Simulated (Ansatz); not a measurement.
MoS2 (P-6m2), a vibration from a frozen displacement

Computed with DFT PBE+D3(BJ), scalar-relativistic, plane waves, PAW (Ansatz). Settings: plane waves to 420 eV, k-mesh 6×6×4 (Γ-centred), Gaussian smearing 0.05 eV. No spin polarisation. Energies are free energies at this smearing, counted from the undisturbed cell; pressure is positive in compression.

Reference structure (relaxed at this level; this form isn't the usual structure):

```xyz
12
Lattice="6.2994 0.0000 0.0000 -3.1497 5.4555 0.0000 0.0000 0.0000 6.6475" Properties=species:S:1:pos:R:3 pbc="T T T"
Mo    1.5749    2.7277    0.0000
Mo    0.0000    5.4555    0.0000
Mo    4.7246    2.7277    0.0000
Mo    3.1497    5.4555    0.0000
S     0.0000    1.8185    1.5666
S    -1.5749    4.5462    1.5666
S     3.1497    1.8185    1.5666
S     1.5749    4.5462    1.5666
S     0.0000    1.8185    5.0809
S    -1.5749    4.5462    5.0809
S     3.1497    1.8185    5.0809
S     1.5749    4.5462    5.0809
```

Atom 1 (Mo) is moved by x along the Cartesian unit vector (-0.656, -0.379, 0.653); the cell and all other atoms stay fixed. The cell's volume is 228.45 Å³; the moved atoms weigh 95.950 u together and the others 544.330 u.

```csv
x (Å),ΔE (meV/cell),total force on the moved atoms along the move (eV/Å),pressure (GPa)
-0.2000,516.64,5.1453,0.8384
-0.1600,331.22,4.1250,0.5365
-0.1200,186.68,3.1012,0.3002
-0.0800,83.17,2.0738,0.1304
-0.0400,20.85,1.0410,0.0277
0.0000,0.00,0.0000,-0.0068
0.0800,84.55,-2.1266,0.1335
0.1200,191.51,-3.2267,0.3112
0.1600,343.19,-4.3647,0.5632
0.2000,541.36,-5.5532,0.8917
```

**Question.** What frequency belongs to this motion?

**Answer.** The force constant is k = −dF/dx = 26.210 eV/Å², from the parabola through x = -0.0400, 0 and 0.0800. In every cell the moved atoms swing against the rest, so the mass is μ = m₁m₂/(m₁ + m₂) = 81.571 u, and ν̃ = 521.5 cm⁻¹ × √(|k|/μ) = 296 cm⁻¹. The pattern needn't be a normal mode: ν̃² is then a weighted mean of the squared nonzero frequencies at the zone centre of this cell, taken without macroscopic field, so it lies between the lowest and the highest of them.

**Question.** How far does the harmonic law reach?

**Answer.** At x = -0.200 Å, kx²/2 = 524.20 meV against the computed 516.64 meV (-1.4 %): the well is still close to harmonic there.

Cost: 10 runs of about 2.4 core-minutes in all, on AMD EPYC 9R45 (Zen 5) (shared hosts).

The displacement points along one Mo–S bond, so the restoring force comes mainly from stiff, polar covalent bonds within the layer; the weak coupling between layers probably adds little. Positive x compresses that bond and is the steeper side: 541.36 meV at 0.2000 Å against 516.64 meV at -0.2000 Å. Short-range repulsion rises faster than bonding weakens on stretching, and the trigonal-prismatic Mo site, lacking inversion, allows this odd term. Two other bonds lengthen markedly as the first shortens, which probably keeps the asymmetry modest. The good harmonic agreement quoted for the negative side therefore doesn't carry over fully to the positive one.

Pressure rises with displacement in both directions, which implies that this force constant softens as the cell expands.

The 296 cm⁻¹ shouldn't be matched to a Raman line. Moving one Mo of four mixes zone-centre optical motion with folded zone-boundary vibrations, including acoustic branches, while the primitive cell's zone-centre A1′ and E″ modes, in which Mo stays at rest, don't contribute.
